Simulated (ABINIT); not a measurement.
Crystal: BaTiO3.

```
Ba Ti O
1.0
     2.82737    1.63238    2.31839
    -2.82737    1.63238    2.31839
     0.00000   -3.26476    2.31839
Ba Ti O
1 1 3
Direct
  0.00000 0.00000 0.00000
  0.48450 0.48450 0.48450
  0.50860 0.01750 0.50860
  0.01750 0.50860 0.50860
  0.50860 0.50860 0.01750
```

Base run:

```yaml
Program: ABINIT 10.8.3 (patched build)
Functional: PBEsol
Potentials_or_basis: JTH PAW PBE v2.0
Cutoff: 762 eV
k_mesh: 7 × 7 × 7
Occupations: fermi-dirac, width 0.05 eV
Spin: no spin polarisation
```

Its results: band gap on the k mesh 2.41 eV, indirect (least direct gap 2.74 eV); pressure -0.2 GPa; largest force 0.151 eV/Å.

**Question.** After a change of settings the same cell gave: band gap on the k mesh 2.48 eV, indirect (least direct gap 2.81 eV); pressure 11.2 GPa; largest force 0.215 eV/Å. Which change was it?
A. functional from PBEsol to AM05
B. functional from PBEsol to LDA
C. functional from PBEsol to BLYP

**Answer.** C.

BLYP binds less tightly than PBEsol, so the same cell stands under more pressure.

Caveats: this set's barium file shifts pressures by 1.5 GPa and gaps by 0.1 eV against other sets; the PAW data sets were made with another functional, which shifts forces and pressure a little; spin-orbit coupling is left out, which moves the levels of the heavy elements; the atomic spheres overlap.
